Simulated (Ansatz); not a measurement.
**CdS (P6_3mc): phonons**

Level of theory: PBEsol, all-electron LAPW in Ansatz 0.2.0, scalar-relativistic.

The cell is the relaxed one with its volume scaled by 0.98; the atoms were then relaxed by PAW.

Launched as:

```sh
ansatz run input.yaml --threads 1 --pin off --max-ram 3072MiB --backend cpu --events-out ev --progress --plain --runs-dir out
```

input.yaml:

```yaml
crystal:
  lattice:
    - [4.09617966505, 0.0, 0.0]
    - [-2.04808983252, 3.5473956484, 0.0]
    - [0.0, 0.0, 6.66465302679]
  atoms:
    - { symbol: Cd, position: [0.333333333333, 0.666666666667, -0.00075291612] }
    - { symbol: Cd, position: [0.666666666667, 0.333333333333, 0.49924708388] }
    - { symbol: S, position: [0.333333333333, 0.666666666667, 0.37575291612] }
    - { symbol: S, position: [0.666666666667, 0.333333333333, 0.87575291612] }
kpoints:
  mp_grid: { grid: [6, 6, 4] }
scf:
  occupations: { method: fixed }
hamiltonian:
  xc: pbesol
  pseudopotentials: { kind: all_electron, lapw: { basis_error: 0.0005 } }
phonons:
  supercell: [1, 1, 1]
```

The program printed:

```
Warning: RAYON_NUM_THREADS=1 ignored (pool sized by the plan → 1); use --threads N
LAPW: plane waves up to 8.764 Å⁻¹, error target 5.0e-4 eV per atom; small_component_spin mean_spin; S in spheres of 1.059 Å, 14 of its electrons in bands, Dirac shells []; Cd in spheres of 1.370 Å, 20 of its electrons in bands, ...
Engine: ansatz 0.2.0, x86_64-unknown-linux-gnu
Pseudopotentials: kind: all_electron
Pseudopotential: Cd, LAPW, valence charge 20, lapw/all_electron/scalar/gaussian/Cd, Koelling and Harmon's equation, gaussian nucleus
Pseudopotential: S, LAPW, valence charge 14, lapw/all_electron/scalar/gaussian/S, Koelling and Harmon's equation, gaussian nucleus
Functional definition: PBEsol
  exchange = pbesol_x
  correlation = pbesol_c
davidson cushion auto → on  (no smearing: the cushion is to keep the highest requested band from converging to the state above it; pin scf.eigensolver.cushion to override)
Crystal: 4 atoms, lattice volume = 96.843 Å³
Basis set: ecut = 292.65121007113993 eV, 1099 PW (Γ), exchange–correlation at level 2
Bands: 41, of which v1, the nominal top of the filled ones, is band 34 counted from 1 (33 counted from 0)
Symmetry: 12 space group operations
k-points: 21 of 144 (time reversal used)
Non-local potential: Cd, projectors of the file, none
Non-local potential: S, projectors of the file, none
Initial density: superposition of atomic densities (chi_scale 0.1, normalization cell, long waves kept (reshape's long-wave potential 0.00 eV rms))
Initial wavefunctions: plane waves of lowest kinetic energy (no species holds an atomic orbital)
Functional: x = pbesol(κ = 0.804, μ = 0.12345679012345678), c = pbesol(β = 0.046)
iter 1 solved again at ethr=3.87e-3 eV; its pass at ethr=1.00e-1 eV (dr2=2.63e0 eV) is discarded
SCF iter   1: F=—  HF=-326024.711487 eV  |F-HF|=—  |Δ(HF+E_count)|=         —  Δρ=3.72e-2  dr2=2.64e0  ethr=3.87e-3  ⟨swp⟩=2.0  Hψ=5868  notcnv=0
preconditioner: auto → Resta (q_TF=auto, 2.572 Å⁻¹)  ε∞=4.8  [insulator: Δε(μ)=1.656 eV  Ē_g=11.621 eV  n_scr=22 (ndim 8)  ℏωp=22.6 eV  f_vac=0.135  ε∞_Penn≈4.8]
SCF iter   2: F=—  HF=-326023.810118 eV  |F-HF|=—  |Δ(HF+E_count)|=   9.01e-1  Δρ=1.57e-2  dr2=4.24e-1  ethr=3.87e-3  ⟨swp⟩=2.8  Hψ=2530  notcnv=0
SCF iter   3: F=—  HF=-326023.716418 eV  |F-HF|=—  |Δ(HF+E_count)|=   9.37e-2  Δρ=8.00e-3  dr2=1.06e-1  ethr=6.24e-4  ⟨swp⟩=2.1  Hψ=2501  notcnv=0  defer=1
iter 4 solved again at ethr=1.01e-5 eV; its pass at ethr=1.55e-4 eV (dr2=6.85e-3 eV) is discarded
SCF iter   4: F=—  HF=-326023.696745 eV  |F-HF|=—  |Δ(HF+E_count)|=         —  Δρ=2.43e-3  dr2=6.81e-3  ethr=1.01e-5  ⟨swp⟩=2.0  Hψ=4473  notcnv=0
the basis was enlarged: its passes take 266.1 KiB over the memory plan, 1 of 1 planned eigensolver slots
SCF iter   5: F=—  HF=-326023.695689 eV  |F-HF|=—  |Δ(HF+E_count)|=   1.06e-3  Δρ=7.18e-4  dr2=4.94e-4  ethr=1.00e-5  ⟨swp⟩=3.0  Hψ=2602  notcnv=0
SCF iter   6: F=—  HF=-326023.696388 eV  |F-HF|=—  |Δ(HF+E_count)|=   6.99e-4  Δρ=2.27e-4  dr2=7.14e-5  ethr=7.26e-7  ⟨swp⟩=3.7  Hψ=2764  notcnv=0
SCF iter   7: F=—  HF=-326023.696543 eV  |F-HF|=—  |Δ(HF+E_count)|=   1.55e-4  Δρ=5.01e-5  dr2=4.58e-6  ethr=1.05e-7  ⟨swp⟩=4.0  Hψ=2901  notcnv=0
[... 33 lines left out ...]
preconditioner: auto → Resta (q_TF=auto, 2.572 Å⁻¹)  ε∞=4.5  [insulator: Δε(μ)=1.134 eV  Ē_g=12.035 eV  n_scr=22 (ndim 8)  ℏωp=22.6 eV  f_vac=0.175  ε∞_Penn≈4.5]
SCF iter   2: F=—  HF=-326023.696267 eV  |F-HF|=—  |Δ(HF+E_count)|=   4.98e-6  Δρ=9.84e-5  dr2=1.42e-5  ethr=6.89e-8  ⟨swp⟩=2.6  Hψ=5626  notcnv=0
SCF iter   3: F=—  HF=-326023.696267 eV  |F-HF|=—  |Δ(HF+E_count)|=   2.91e-7  Δρ=2.87e-5  dr2=1.61e-6  ethr=2.09e-8  ⟨swp⟩=3.0  Hψ=5984  notcnv=0
SCF iter   4: F=—  HF=-326023.696267 eV  |F-HF|=—  |Δ(HF+E_count)|=   1.59e-8  Δρ=8.03e-6  dr2=1.94e-7  ethr=2.37e-9  ⟨swp⟩=3.0  Hψ=6198  notcnv=0
SCF iter   5: F=—  HF=-326023.696267 eV  |F-HF|=—  |Δ(HF+E_count)|=   6.38e-8  Δρ=4.73e-6  dr2=5.28e-8  ethr=2.86e-10  ⟨swp⟩=3.0  Hψ=5930  notcnv=0
SCF iter   6: F=—  HF=-326023.696267 eV  |F-HF|=—  |Δ(HF+E_count)|=  5.82e-10  Δρ=2.20e-6  dr2=9.57e-9  ethr=7.76e-11  ⟨swp⟩=3.0  Hψ=6107  notcnv=0
iter 7 solved again at ethr=1.00e-12 eV; its pass at ethr=1.41e-11 eV (dr2=6.57e-10 eV) is discarded
SCF iter   7: F=-326023.696267 eV  HF=-326023.696267 eV  |F-HF|=1.22e-9  |Δ(HF+E_count)|=   7.97e-9  Δρ=6.39e-7  dr2=6.57e-10  ethr=3.96e-12 (applied; sched 1.00e-12)  ⟨swp⟩=2.0  Hψ=10562  notcnv=0
SCF 4 converged in 7 iterations: F = -326023.696267 eV  dr2 = 6.57e-10
iter 1 solved again at ethr=9.28e-8 eV; its pass at ethr=1.00e-1 eV (dr2=6.31e-5 eV) is discarded
SCF iter   1: F=—  HF=-326023.696258 eV  |F-HF|=—  |Δ(HF+E_count)|=         —  Δρ=1.78e-4  dr2=4.55e-5  ethr=9.28e-8  ⟨swp⟩=6.0  Hψ=17284  notcnv=0
preconditioner: auto → Resta (q_TF=auto, 2.572 Å⁻¹)  ε∞=4.5  [insulator: Δε(μ)=1.136 eV  Ē_g=12.035 eV  n_scr=22 (ndim 8)  ℏωp=22.6 eV  f_vac=0.176  ε∞_Penn≈4.5]
SCF iter   2: F=—  HF=-326023.696253 eV  |F-HF|=—  |Δ(HF+E_count)|=   4.62e-6  Δρ=9.81e-5  dr2=1.39e-5  ethr=6.69e-8  ⟨swp⟩=2.4  Hψ=5614  notcnv=0
SCF iter   3: F=—  HF=-326023.696253 eV  |F-HF|=—  |Δ(HF+E_count)|=   1.43e-7  Δρ=2.86e-5  dr2=1.57e-6  ethr=2.04e-8  ⟨swp⟩=3.0  Hψ=5977  notcnv=0
SCF iter   4: F=—  HF=-326023.696253 eV  |F-HF|=—  |Δ(HF+E_count)|=   3.09e-8  Δρ=8.04e-6  dr2=1.94e-7  ethr=2.31e-9  ⟨swp⟩=3.0  Hψ=6195  notcnv=0
SCF iter   5: F=—  HF=-326023.696253 eV  |F-HF|=—  |Δ(HF+E_count)|=   7.05e-8  Δρ=4.78e-6  dr2=5.37e-8  ethr=2.86e-10  ⟨swp⟩=3.0  Hψ=5935  notcnv=0
SCF iter   6: F=—  HF=-326023.696253 eV  |F-HF|=—  |Δ(HF+E_count)|=   3.73e-9  Δρ=2.16e-6  dr2=9.29e-9  ethr=7.89e-11  ⟨swp⟩=3.0  Hψ=6128  notcnv=0
iter 7 solved again at ethr=1.00e-12 eV; its pass at ethr=1.37e-11 eV (dr2=6.31e-10 eV) is discarded
SCF iter   7: F=-326023.696253 eV  HF=-326023.696253 eV  |F-HF|=1.11e-9  |Δ(HF+E_count)|=   7.80e-9  Δρ=6.27e-7  dr2=6.31e-10  ethr=3.96e-12 (applied; sched 1.00e-12)  ⟨swp⟩=2.0  Hψ=10565  notcnv=0
SCF 5 converged in 7 iterations: F = -326023.696253 eV  dr2 = 6.31e-10
SCF converged after 11 iterations
Free energy (F): -326023.696556 eV
Harris-Foulkes:  -326023.696556 eV  (|F-HF|=4.07e-10)
Internal energy: -326023.696556 eV  (E = F + TS)
E sigma→0 (E₀):  -326023.696556 eV
Fermi energy:    8.012341 eV
--- Per-component energies (eV) ---
  E_band       = -3437.589626
  E_kinetic    = 340565.059350
  E_xc         = -9638.168369
  E_electrostatic = -656950.587536  (all electrons and nuclei)
  E_smearing   = -0.000000  (= −TS)
  E_closure    = 0.000000  (closes the sum)
  Σ components = -326023.696556   (vs F -326023.696556, Δ=0.00e0)
  Basis errors (estimates in eV, not in F): energy 2.2e-4 per atom: plane waves 2.0e-4 (1.2e-4 summed), levels above the bands 0.0e0, relativity 8.4e-9, radial functions 1.7e-5, core shells 7.5e-7; eigenvalues (radial functions ...
--- Forces (eV/Å), atoms counted from 1 ---
  atom   1  Cd    -0.00000000     0.00000000     0.00122304
  atom   2  Cd     0.00000000    -0.00000000     0.00122304
  atom   3  S     -0.00000000     0.00000000    -0.00122330
  atom   4  S      0.00000000    -0.00000000    -0.00122330
  max |Σ_I F_I| component: 5.21e-7 eV/Å
--- Phonons: 4 displaced members + reference (amplitude 0.01 Å, Σ member SCF iterations 28) ---
  symmetry images taken by strict's conditions (phonons.symmetry_images: auto; settled by no image being taken that strict refuses)
  ASR residual: 1.226e-3 → 0.000e0 eV/Å²; symmetrization residual: 1.106e-3 eV/Å²
  largest component of a force at the reference: 1.2e-3 eV/Å
  ASR residual per site (eV/Å²): 1.23e-3 1.23e-3 3.58e-4 3.58e-4
  Γ frequencies (cm⁻¹): 0.00 0.00 0.00 39.13 39.13 135.20 237.75 245.10 245.10 258.54 258.54 304.08
  density of states and harmonic sums: on the 17×17×10 q-mesh, interpolated from the force constants of a 1×1×1 supercell (no non-analytic term)
  largest difference from the sums on the solved wave vectors: F 4.43e-1 eV, S 7.02e-4 and C_V 2.58e-4 eV/K
```

The calculation finished and met its thresholds.

**Zone-centre phonons**

Harmonic phonons of a crystal by Kohn-Sham DFT at the given cell, standard atomic masses, acoustic sum rule imposed; negative wavenumbers are unstable modes; optical zone-centre levels upwards with Mulliken labels, activity, and the element with most of the kinetic energy.

```
Point group : 6mm
```

| number | phonon wavenumber (cm⁻¹) | label | infrared | raman | lead element |
| --- | --- | --- | --- | --- | --- |
| 1 | 39.1 | E2 | no | yes | Cd |
| 2 | 135.2 | B1 | no | no | Cd |
| 3 | 237.8 | A1 | yes | yes | S |
| 4 | 245.1 | E1 | yes | yes | S |
| 5 | 258.5 | E2 | no | yes | S |
| 6 | 304.1 | B1 | no | no | S |

Limits of these numbers: cell scaled away from its relaxed volume; zone-boundary modes aren't tested; no LO-TO term at the zone centre.

It took 5.2 min on 1 thread of Intel(R) Xeon(R) Platinum 8259CL CPU @ 2.50GHz (Skylake/Cascade Lake) (shared host), peak memory 0.64 GiB.
